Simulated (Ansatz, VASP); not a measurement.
## Hf: VASP beside Ansatz

```xyz
2
Lattice="3.1989 0.0000 0.0000 -1.5995 2.7703 0.0000 0.0000 0.0000 5.0751" Properties=species:S:1:pos:R:3 pbc="T T T"
Hf    0.0000    1.8469    1.2688
Hf    1.5995    0.9234    3.8063
```

Alike in both runs: functional PBE; k mesh 8 × 8 × 4; occupations gaussian, width 0.05 eV; no spin polarisation.

Ansatz relaxed the structure, and its values are those at the end. VASP's run is a single point on that final structure, the one shown.

```csv
,VASP,Ansatz
version,VASP 6.6.1,Ansatz 0.2.0
potentials or method,"VASP PAW PBE potentials, release 64 (Hf_pv)","scalar-relativistic, plane waves, PAW"
plane-wave cutoff (eV),520,420
valence electrons in the cell,20,52
```

```tsv
	VASP	Ansatz	Ansatz less VASP
gap on the k mesh at the Fermi level (eV)	none	none	-
pressure (GPa)	-0.4	0.1	+0.44
```

A gap of «none» marks a metal or a gap that the smearing closes. The functional is the same, so the differences come from potentials, cutoffs and numerics. The two sets of potentials don't hold the same shells in valence.

The runs have no spin-orbit coupling, so splittings on Hf are missing.
